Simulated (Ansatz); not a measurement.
# SrTiO3: the cost of one run

Program: Ansatz 0.2.0. Level of theory: DFT PBEsol, scalar-relativistic, plane waves, PAW. These are calculated values, not measurements.

1 further run of the same task is left out (set aside as unsound or not needed). Runs told in other sessions of the task aren't counted.

### 1 Starting point

The structure is cubic, space group Pm-3m (No. 221). The conventional cell has a = 3.891 Å, b = 3.891 Å, c = 3.891 Å, α = 90.00°, β = 90.00°, γ = 90.00°. Sr (site symmetry m-3m) is surrounded by 12 O at 2.75 Å. Ti (site symmetry m-3m) is surrounded by 6 O at 1.95 Å. O (site symmetry 4/mmm) has 2 Ti at 1.95 Å and 4 Sr at 2.75 Å in its first shell of neighbours.

As a file:

```
CELL_PARAMETERS angstrom
3.89112 0.00000 0.00000
0.00000 3.89112 0.00000
0.00000 0.00000 3.89112
ATOMIC_POSITIONS crystal
Sr 0.50000 0.50000 0.50000
Ti 0.00000 0.00000 0.00000
O 0.50000 0.00000 0.00000
O 0.00000 0.50000 0.00000
O 0.00000 0.00000 0.50000
```

It is the result of an earlier relaxation at this level (volume 11.78 Å³/atom; gap on the mesh: 1.85 eV).

### 2 Static run: bands, density of states and charges

input.yaml

```yaml
crystal:
  lattice:
    - [3.891120426, 0.0, 0.0]
    - [0.0, 3.891120426, 0.0]
    - [0.0, 0.0, 3.891120426]
  atoms:
    - { symbol: Sr, position: [0.5, 0.5, 0.5] }
    - { symbol: Ti, position: [0.0, 0.0, 0.0] }
    - { symbol: O, position: [0.5, 0.0, 0.0] }
    - { symbol: O, position: [0.0, 0.5, 0.0] }
    - { symbol: O, position: [0.0, 0.0, 0.5] }
basis:
  ecutwfc: 420
kpoints:
  mp_grid: { grid: [8, 8, 8] }
  band_path:
    path:
      - [[0.0, 0.0, 0.0], [0.0, 0.5, 0.0], [0.5, 0.5, 0.0], [0.0, 0.0, 0.0], [0.5, 0.5, 0.5], [0.0, 0.5, 0.0]]
      - [[0.5, 0.5, 0.5], [0.5, 0.5, 0.0]]
    npoints: 14
hamiltonian:
  xc: pbesol
scf:
  occupations: { method: gaussian, width: 0.02 }
  n_extra_bands: 12
output:
  forces: true
  stress: true
  eigenvalues: true
  populations: true
  dos: { projected: true, de: 0.02, nscf_kmesh: { grid: [12, 12, 12] } }
  bader: true
  write_density: true
  write_potential: true
  elf: true
  volumetric_format: npy
```

Command:

```
$ ansatz run input.yaml --threads 2 --pin off --max-ram 5120MiB --backend cpu --events-out ev --progress --plain --runs-dir out
```

Q: Estimate wall time and peak memory on 2 threads of Arm Neoverse N1, shared host.

About 38 s, with a peak of 0.37 GiB.
